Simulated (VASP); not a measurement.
Input of a VASP 6.6.1 run:

The input INCAR:

```
SYSTEM = GaSb
PREC = Accurate
ENCUT = 600
EDIFF = 1E-7
ISMEAR = 0
SIGMA = 0.03
LREAL = .FALSE.
LASPH = .TRUE.
NELM = 80
ALGO = Normal
ISIF = 3
LWAVE = .FALSE.
LCHARG = .FALSE.
GGA = PE
IVDW = 12
IBRION = 2
NSW = 90
EDIFFG = -0.005
```

File KPOINTS:

```
Automatic mesh
0
G
  10 10 10
  0 0 0
```

Contents of POSCAR:

```
GaSb                                    
1.0
   -0.0000000000      3.0660612028      3.0660612028
    3.0660612028      0.0000000000      3.0660612028
    3.0660612028      3.0660612028     -0.0000000000
  Ga              Sb            
     1     1
Direct
     0.0000000000000000    0.0000000000000000    0.0000000000000000
     0.2500000000000000    0.2500000000000000    0.2500000000000000
```

Potentials or basis: VASP PAW PBE potentials, release 64 (Ga_d, Sb).

Run with:

```sh
$ cat potpaw_PBE.64/Ga_d/POTCAR potpaw_PBE.64/Sb/POTCAR > POTCAR
$ mpirun -np 1 vasp_std > vasp.out
```

(1) What does it give for the dispersion energy per atom?

(2) What does it give for the band gap on the k mesh?

## Answers

(1) -0.330 eV.

(2) none (metal or under the smearing width).

Caveat: the relaxation stopped at its first step, so nothing moved; this crystal is a semiconductor, whose small gap the functional closes, so the metal is an error of the method.
